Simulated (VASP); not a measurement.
Crystal: RbCl.

```
Rb Cl
1.0
     0.00000    3.18426    3.18426
     3.18426    0.00000    3.18426
     3.18426    3.18426    0.00000
Rb Cl
1 1
Direct
  0.00000 0.00000 0.00000
  0.50000 0.50000 0.50000
```

The cell isn't the ideal one: volume scaled by 0.92.

| Quantity | Value |
| --- | --- |
| Program | VASP 6.6.1 |
| Task | relaxation of cell and atoms |
| Functional | vdW-DF-cx |
| Potentials or basis | VASP PAW PBE potentials, release 64 (Rb_sv, Cl) |
| Cutoff | 600 eV |
| k mesh | 7 × 7 × 7 |
| Occupations | fermi-dirac, width 0.05 eV |
| Spin | no spin polarisation |

At the start: pressure 2.1 GPa; volume 32.29 Å³/atom.

Where does the relaxation end?

Over 4 steps the energy falls by 20.3 meV/atom and the volume is 35.74 Å³/atom (+10.7 %); space group Fm-3m (No. 225, to 0.05 Å).

The path:
```
step  energy change (eV)  largest force (eV/Å)  pressure (GPa)  volume (Å³)
   1              0.0000                0.0000            2.07        64.57
   2             -0.0173                0.0000            1.50        66.14
   3             -0.0403                0.0000            0.13        70.98
   4             -0.0406                0.0000            0.02        71.48
```

Final structure:
```
CELL_PARAMETERS angstrom
0.00000 3.29391 3.29391
3.29391 0.00000 3.29391
3.29391 3.29391 0.00000
ATOMIC_POSITIONS crystal
Rb 0.00000 0.00000 0.00000
Cl 0.50000 0.50000 0.50000
```

Caveat: the PAW data sets were made with another functional, which shifts forces and pressure a little.
